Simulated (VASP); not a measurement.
# MgZn7O8 (P3m1) in VASP: notebook

One crystal, MgZn7O8, is run at these levels: PBEsol; tasks: single point.

Everything below comes from runs of VASP 6.6.1. Logs are shortened: lines on timing, memory, paths and dates and some standing lists are left out, and cuts for length are marked.

## (1) Starting point

It takes space group P3m1 (No. 156, trigonal). The conventional cell has a = 6.470 Å, b = 6.470 Å, c = 5.204 Å, α = 90.00°, β = 90.00°, γ = 120.00°. Around Mg (site symmetry 3m) lie 4 O at 1.97 to 1.98 Å. Around Zn (site symmetry m) lie 4 O at 1.96 to 1.98 Å. Zn (site symmetry m) has 4 O at 1.97 Å as nearest neighbours. Zn (site symmetry 3m) has 4 O at 1.97 to 1.98 Å as nearest neighbours. O (site symmetry m) has 3 Zn at 1.96 to 1.97 Å and 1 Mg at 1.97 Å as nearest neighbours. O (site symmetry 3m) has 4 Zn at 1.98 Å as nearest neighbours. O (site symmetry 3m) is surrounded by 3 Zn at 1.97 Å and 1 Mg at 1.98 Å. Around O (site symmetry m) lie 4 Zn at 1.97 to 1.98 Å.

The cell was built by a generator and needn't be a form met in nature.

## (2) Single point, PBEsol

The input, INCAR:

```
SYSTEM = MgZn7O8
PREC = Accurate
ENCUT = 520
EDIFF = 1E-6
ISMEAR = 0
SIGMA = 0.02
LREAL = Auto
LASPH = .TRUE.
NELM = 100
ALGO = Fast
ISIF = 2
LWAVE = .FALSE.
LCHARG = .FALSE.
GGA = PS
NBANDS = 81
```

The input, KPOINTS:

```
regular mesh
0
G
  6 6 6
  0 0 0
```

The input, POSCAR:

```
MgZn7O8
1.0
    0.0000000000      0.0000000000     -5.2037125068
    3.2350224083      5.6032231748      0.0000000000
    3.2350224083     -5.6032231748      0.0000000000
Mg Zn O
1 7 8
Direct
    0.4996842837      0.1666666667      0.3333333333
    0.5019602040      0.1681519802      0.8340759901
    0.5019602040      0.6659240099      0.3318480198
    0.5019602040      0.6659240099      0.8340759901
   -0.0008017381      0.3336131274      0.6672262548
   -0.0008017381      0.3336131274      0.1663868726
    0.0011359421      0.8333333333      0.6666666667
   -0.0008017381      0.8327737452      0.1663868726
    0.6199092003      0.3329448310      0.6658896621
    0.6199092003      0.3329448310      0.1670551690
    0.6207143745      0.8333333333      0.6666666667
    0.6199092003      0.8341103379      0.1670551690
    0.1196274951      0.1666666667      0.3333333333
    0.1211849687      0.1667493682      0.8333746841
    0.1211849687      0.6666253159      0.3332506318
    0.1211849687      0.6666253159      0.8333746841
```

Potentials or basis: VASP PAW PBE potentials, release 64 (Mg, Zn, O).

Started as:

```
$ cat potpaw_PBE.64/Mg/POTCAR potpaw_PBE.64/Zn/POTCAR potpaw_PBE.64/O/POTCAR > POTCAR
$ mpirun -np 1 vasp_std > vasp.out
```

OUTCAR:

```text
SYSTEM = MgZn7O8
   PREC = Accurate
   ENCUT = 520
   EDIFF = 1E-6
   ISMEAR = 0
   LREAL = Auto
   LASPH = .TRUE.
   NELM = 100
   ISIF = 2
   GGA = PS

 ion  position               nearest neighbor table
   1  0.500  0.167  0.333-  10 1.97   9 1.97  12 1.97  13 1.98   6 3.20   5 3.20   8 3.20   6 3.21
                             5 3.21   8 3.21   2 3.24   3 3.24   4 3.24   4 3.24   2 3.24   3 3.24
   2  0.502  0.168  0.834-   9 1.96  10 1.96  11 1.98  14 1.98   1 3.24   1 3.24
   3  0.502  0.666  0.332-  12 1.96  10 1.96  11 1.98  15 1.98   1 3.24   1 3.24
   4  0.502  0.666  0.834-   9 1.96  12 1.96  11 1.98  16 1.98   1 3.24   1 3.24
   5  0.999  0.334  0.667-  16 1.97  14 1.97  13 1.97   9 1.97   1 3.20   1 3.21
   6  0.999  0.334  0.166-  14 1.97  15 1.97  13 1.97  10 1.97   1 3.20   1 3.21
   7  0.001  0.833  0.667-  16 1.97  15 1.97  14 1.97  11 1.98
   8  0.999  0.833  0.166-  16 1.97  15 1.97  13 1.97  12 1.97   1 3.20   1 3.21
   9  0.620  0.333  0.666-   2 1.96   4 1.96   1 1.97   5 1.97
  10  0.620  0.333  0.167-   2 1.96   3 1.96   1 1.97   6 1.97
  11  0.621  0.833  0.667-   4 1.98   3 1.98   2 1.98   7 1.98
  12  0.620  0.834  0.167-   3 1.96   4 1.96   1 1.97   8 1.97
  13  0.120  0.167  0.333-   6 1.97   5 1.97   8 1.97   1 1.98
  14  0.121  0.167  0.833-   7 1.97   6 1.97   5 1.97   2 1.98
  15  0.121  0.667  0.333-   7 1.97   6 1.97   8 1.97   3 1.98
  16  0.121  0.667  0.833-   7 1.97   5 1.97   8 1.97   4 1.98

  LATTYP: Found a hexagonal cell.
 ALAT       =     6.4700448166
 C/A-ratio  =     0.8042776602

  Lattice vectors:

 A1 = (   3.2350224083,   5.6032231748,   0.0000000000)
 A2 = (   3.2350224083,  -5.6032231748,   0.0000000000)
 A3 = (   0.0000000000,   0.0000000000,  -5.2037125068)

Analysis of symmetry for initial positions (statically):
=====================================================================
 Subroutine PRICEL returns:
 Original cell was already a primitive cell.

 Routine SETGRP: Setting up the symmetry group for a
 hexagonal supercell.

 Subroutine GETGRP returns: Found  6 space group operations
 (whereof  2 operations were pure point group operations)
 out of a pool of 24 trial point group operations.

The static configuration has the point symmetry C_1h.
 The point group associated with its full space group is C_3v.

Analysis of symmetry for dynamics (positions and initial velocities):
=====================================================================
 Subroutine PRICEL returns:
 Original cell was already a primitive cell.

 Routine SETGRP: Setting up the symmetry group for a
 hexagonal supercell.

 Subroutine GETGRP returns: Found  6 space group operations
 (whereof  2 operations were pure point group operations)
 out of a pool of 24 trial point group operations.

The dynamic configuration has the point symmetry C_1h.
 The point group associated with its full space group is C_3v.

 Subroutine INISYM returns: Found  6 space group operations
 (whereof  2 operations are pure point group operations),
 and found     1 'primitive' translations

----------------------------------------------------------------------------------------

                                     Primitive cell

  volume of cell :     188.6507

  direct lattice vectors                    reciprocal lattice vectors
     0.000000000  0.000000000 -5.203712507     0.000000000  0.000000000 -0.192170493
     3.235022408  5.603223175  0.000000000     0.154558435  0.089234354  0.000000000
     3.235022408 -5.603223175  0.000000000     0.154558435 -0.089234354  0.000000000

  length of vectors
     5.203712507  6.470044817  6.470044817     0.192170493  0.178468708  0.178468708

  position of ions in fractional coordinates (direct lattice)
     0.499684284  0.166666667  0.333333333
     0.501960204  0.168151980  0.834075990
     0.501960204  0.665924010  0.331848020
     0.501960204  0.665924010  0.834075990
     0.999198262  0.333613127  0.667226255
     0.999198262  0.333613127  0.166386873
[... 8 lines left out ...]
     0.121184969  0.666625316  0.333250632
     0.121184969  0.666625316  0.833374684

  ion indices of the primitive-cell ions
   primitive index   ion index
                 1           1
                 2           2
                 3           3
                 4           4
                 5           5
                 6           6
[... 8 lines left out ...]
                15          15
                16          16

----------------------------------------------------------------------------------------

 KPOINTS: regular mesh

Automatic generation of k-mesh.
 Grid dimensions read from file:
 generate k-points for:    6    6    6

 Generating k-lattice:

  Cartesian coordinates                     Fractional coordinates (reciprocal lattice)
     0.000000000  0.000000000 -0.032028416     0.166666667  0.000000000  0.000000000
     0.025759739  0.014872392  0.000000000     0.000000000  0.166666667  0.000000000
     0.025759739 -0.014872392  0.000000000     0.000000000  0.000000000  0.166666667

  Length of vectors
     0.032028416  0.029744785  0.029744785

  Shift w.r.t. Gamma in fractional coordinates (k-lattice)
     0.000000000  0.000000000  0.000000000

 Subroutine IBZKPT returns following result:
 ===========================================

 Found     34 irreducible k-points:

 Following reciprocal coordinates:
            Coordinates               Weight
  0.000000  0.000000  0.000000      1.000000
  0.166667  0.000000  0.000000      2.000000
  0.333333  0.000000  0.000000      2.000000
  0.500000  0.000000  0.000000      1.000000
  0.000000  0.166667  0.000000      6.000000
  0.166667  0.166667  0.000000      6.000000
[... 16 lines left out ...]
  0.333333  0.166667  0.166667     12.000000
  0.500000  0.166667  0.166667      6.000000
 [... further k-points ...]
   k-points           NKPTS =     34   k-points in BZ     NKDIM =     34   number of bands    NBANDS=     81
   number of dos      NEDOS =    301   number of ions     NIONS =     16
   total plane-waves  NPLWV =  92160
   dimension x,y,z NGX =    40 NGY =   48 NGZ =   48
   dimension x,y,z NGXF=    80 NGYF=   96 NGZF=   96
   ions per type =               1   7   8
   NGX,Y,Z   is equivalent  to a cutoff of  12.78, 12.33, 12.33 a.u.
   NGXF,Y,Z  is equivalent  to a cutoff of  25.56, 24.67, 24.67 a.u.
 SYSTEM =  MgZn7O8
   PREC   = accura    normal or accurate (medium, high low for compatibility)
   ISTART =      0    job   : 0-new  1-cont  2-samecut
   ICHARG =      2    charge: 1-file 2-atom 10-const
   ISPIN  =      1    spin polarized calculation?
   LNONCOLLINEAR =      F non collinear calculations
   LSORBIT =      F    spin-orbit coupling
   LASPH  =      T    aspherical Exc in radial PAW
   ENCUT  =  520.0 eV  38.22 Ry    6.18 a.u.   9.68 12.03 12.03*2*pi/ulx,y,z
   NELM   =    100;   NELMIN=  2; NELMDL= -5     # of ELM steps
   EDIFF  = 0.1E-05   stopping-criterion for ELM
   LREAL  =      T    real-space projection
   EDIFFG = 0.1E-04   stopping-criterion for IOM
   NSW    =      0    number of steps for IOM
   IBRION =     -1    ionic relax: 0-MD 1-quasi-New 2-CG
   NFREE  =      0    steps in history (QN), initial steepest desc. (CG)
   ISIF   =      2    stress and relaxation
   ISYM   =      2    0-nonsym 1-usesym 2-fastsym
   POTIM  = 0.5000    time-step for ionic-motion
   TEBEG  =    0.0;   TEEND  =   0.0 temperature during run
   PSTRESS=    0.0 pullay stress
   NELECT =     134.0000    total number of electrons
   NUPDOWN=      -1.0000    fix difference up-down
   EMIN   =  10.00;   EMAX   =-10.00  energy-range for DOS
   EFERMI =   0.00;   METHOD = LEGACY
   ISMEAR =     0;   SIGMA  =   0.02  broadening in eV -4-tet -1-fermi 0-gaus
   EFERMI_NEDOS =   21; number of points for ismear=-14 and -15
   IALGO  =     68    algorithm
   IMIX   =      4    mixing-type and parameters
     AMIX     =   0.40;   BMIX     =  1.00
     AMIX_MAG =   1.60;   BMIX_MAG =  1.00
  volume/ion in A,a.u.               =      11.79        79.57
  Fermi-wavevector in a.u.,A,eV,Ry     =   1.460686  2.760297 29.029448  2.133604
  Thomas-Fermi vector in A             =   2.577106
   LORBIT       =      0    0 simple, 1 ext, 2 COOP (PROOUT), +10 PAW based schemes
   GGA     = PS    functional components
   LHFCALC =     F    Hartree Fock is set to
   AEXX    =    0.0000 exact exchange contribution
   IVDW    =     0    specifies the selected vdW correction
   LEPSILON=     F    determine dielectric tensor
   LRPA    =     F    only Hartree local field effects (RPA)
 non-spin polarized calculation
 RMM-DIIS sequential band-by-band and
 Gauss-broadening in eV      SIGMA  =   0.02
  energy-cutoff  :      520.00
  volume of cell :      188.65
 maximum number of plane-waves:      5097
 NGX is ok and might be reduce to    40
   NGX = 19   NGY = 25   NGZ = 25

 number of electron     134.0000069 magnetization

 Free energy of the ion-electron system (eV)
  ---------------------------------------------------
  ext. energy  EPLUGINS =         0.00000000
  ---------------------------------------------------
  free energy    TOTEN  =       -80.26870446 eV

  energy without entropy =      -80.26870446  energy(sigma->0) =      -80.26870446

 E-fermi :   1.2647     XC(G=0): -11.0761

 val. band max:        1.1540715440   @ k =   0.0000   0.0000   0.0000
 cond. band min:       2.1318514098   @ k =   0.0000   0.0000   0.0000
 fundamental gap:      0.9777798658
 Fermi energy:         1.2647027650

 k-point     1 :       0.0000    0.0000    0.0000
  band No.  band energies     occupation
      1     -16.7641      2.00000
      2     -16.0687      2.00000
      3     -16.0687      2.00000
      4     -16.0274      2.00000
      5     -16.0061      2.00000
      6     -15.7988      2.00000
[... 71 lines left out ...]
     78       8.7117      0.00000
     79       9.4057      0.00000
[... 1884 lines left out ...]
     78       9.9142      0.00000
     79       9.9392      0.00000

 [... further k-points ...]

 [bands above 79 left out]

------------------------ aborting loop because EDIFF is reached ----------------------------------------

  FORCE on cell =-STRESS in cart. coord.  units (eV):
  Direction    XX          YY          ZZ          XY          YZ          ZX
  --------------------------------------------------------------------------------------
  -------------------------------------------------------------------------------------
  Total        1.0054829      1.0054829      0.9907023      0.0000000      0.0000000      0.0000000
  in kB        8.5393883      8.5393883      8.4138596      0.0000000      0.0000000      0.0000000
  external PRESSURE =       8.4975454 kB  Pullay stress =       0.0000000 kB

 VOLUME and BASIS-vectors are now :
 -----------------------------------------------------------------------------
  energy-cutoff  :      520.00
  volume of cell :      188.65
      direct lattice vectors                 reciprocal lattice vectors
     0.000000000  0.000000000 -5.203712507     0.000000000  0.000000000 -0.192170493
     3.235022408  5.603223175  0.000000000     0.154558435  0.089234354  0.000000000
     3.235022408 -5.603223175  0.000000000     0.154558435 -0.089234354  0.000000000

 POSITION                                       TOTAL-FORCE (eV/Angst)
 -----------------------------------------------------------------------------------
      1.61751     -0.93387     -2.60021         0.000000     -0.000000      0.003822
      3.24223     -3.73132     -2.61206        -0.003755     -0.002168      0.002812
      3.22781      1.87190     -2.61206         0.003755     -0.002168      0.002812
      4.85253     -0.94219     -2.61206         0.000000      0.004336      0.002812
      3.23774     -1.86931     -5.19954        -0.002248      0.001298      0.002642
      1.61751      0.93701     -5.19954         0.000000     -0.002596      0.002642
[... 8 lines left out ...]
      3.23462      1.86797     -0.63061        -0.000633      0.000365     -0.005659
      4.85253     -0.93433     -0.63061         0.000000     -0.000731     -0.005659
 -----------------------------------------------------------------------------------
    total drift:                               -0.000002      0.000017     -0.037222

  FREE ENERGIE OF THE ION-ELECTRON SYSTEM (eV)
  ---------------------------------------------------
  free  energy   TOTEN  =       -80.2687044634 eV

  energy  without entropy=      -80.2687044634  energy(sigma->0) =      -80.26870446
```

It took 17 min on 1 thread of Intel Xeon Platinum 8375C at 2.90GHz (Ice Lake), shared host; peak memory 0.49 GiB.

Results:

| Property | Result |
| --- | --- |
| Free energy | -80.2687 eV |
| Pressure | 0.8 GPa |
| Largest force | 0.072 eV/Å |
| Band gap on the k mesh | 0.98 eV, direct |

Forces on the atoms (eV/Å):
```
Mg   0.000  0.000  0.004
Zn  -0.004 -0.002  0.003
Zn   0.004 -0.002  0.003
Zn   0.000  0.004  0.003
Zn  -0.002  0.001  0.003
Zn   0.000 -0.003  0.003
Zn   0.000  0.000  0.002
Zn   0.002  0.001  0.003
O   -0.060  0.034  0.021
O    0.000 -0.069  0.021
O    0.000  0.000  0.000
O    0.060  0.034  0.021
O    0.000  0.000 -0.067
O    0.001  0.000 -0.006
O   -0.001  0.000 -0.006
O    0.000 -0.001 -0.006
```

Levels at points of the mesh, in eV from the valence-band top:
```csv
k point,band 65,band 66,band 67,band 68,band 69,band 70
"(0.00, 0.00, 0.00)",-0.10,0.00,0.00,0.98,5.36,5.86
"(0.50, 0.00, 0.00)",-0.49,-0.28,-0.28,3.52,3.71,5.65
"(0.00, 0.50, 0.00)",-0.50,-0.42,-0.29,3.33,3.50,5.97
"(0.50, 0.50, 0.00)",-0.86,-0.83,-0.77,4.80,4.83,4.89
```

Caveat: the PAW data sets were made with another functional, which shifts forces and pressure a little.

## (3) Single point, PBEsol

The input, INCAR:

```
  PREC = Accurate
  ENCUT = 520
  EDIFF = 1E-6
  ISMEAR = 0
  SIGMA = 0.02
  LREAL = Auto
  LASPH = True
  NELM = 100
  ALGO = Fast
  ISIF = 2
  LWAVE = False
  LCHARG = True
  GGA = PS
  LELF = True
  LVHAR = True
  NBANDS = 81
```

The input, KPOINTS:

```
Automatic mesh
0
Gamma
  6 6 6
```

POSCAR is that of step 2.

Potentials or basis: VASP PAW PBE potentials, release 64 (Mg, Zn, O).

Started as:

```
$ cat potpaw_PBE.64/Mg/POTCAR potpaw_PBE.64/Zn/POTCAR potpaw_PBE.64/O/POTCAR > POTCAR
$ mpirun -np 1 vasp_std > vasp.out
```

Run time: 8.8 min. Hardware: 1 thread of Intel Xeon 6975P-C (Granite Rapids), shared host; peak memory 0.48 GiB.

Results (log left out):

| Quantity | Value |
| --- | --- |
| Free energy | -80.2687 eV |
| Pressure | 0.8 GPa |
| Largest force | 0.072 eV/Å |
| Band gap on the k mesh | 0.98 eV, direct |

Forces in eV/Å, atoms in the order of the input:
```
Mg   0.000  0.000  0.004
Zn  -0.004 -0.002  0.003
Zn   0.004 -0.002  0.003
Zn   0.000  0.004  0.003
Zn  -0.002  0.001  0.003
Zn   0.000 -0.003  0.003
Zn   0.000  0.000  0.002
Zn   0.002  0.001  0.003
O   -0.060  0.034  0.021
O    0.000 -0.069  0.021
O    0.000  0.000  0.000
O    0.060  0.034  0.021
O    0.000  0.000 -0.067
O    0.001  0.000 -0.006
O   -0.001  0.000 -0.006
O    0.000 -0.001 -0.006
```

Levels at points of the mesh, in eV from the valence-band top:
| k point | band 65 | band 66 | band 67 | band 68 | band 69 | band 70 |
| --- | --- | --- | --- | --- | --- | --- |
| (0.00, 0.00, 0.00) | -0.10 | 0.00 | 0.00 | 0.98 | 5.36 | 5.86 |
| (0.50, 0.00, 0.00) | -0.49 | -0.28 | -0.28 | 3.52 | 3.71 | 5.65 |
| (0.00, 0.50, 0.00) | -0.50 | -0.42 | -0.29 | 3.33 | 3.50 | 5.97 |
| (0.50, 0.50, 0.00) | -0.86 | -0.83 | -0.77 | 4.80 | 4.83 | 4.89 |

Caveat: the PAW data sets were made with another functional, which shifts forces and pressure a little.
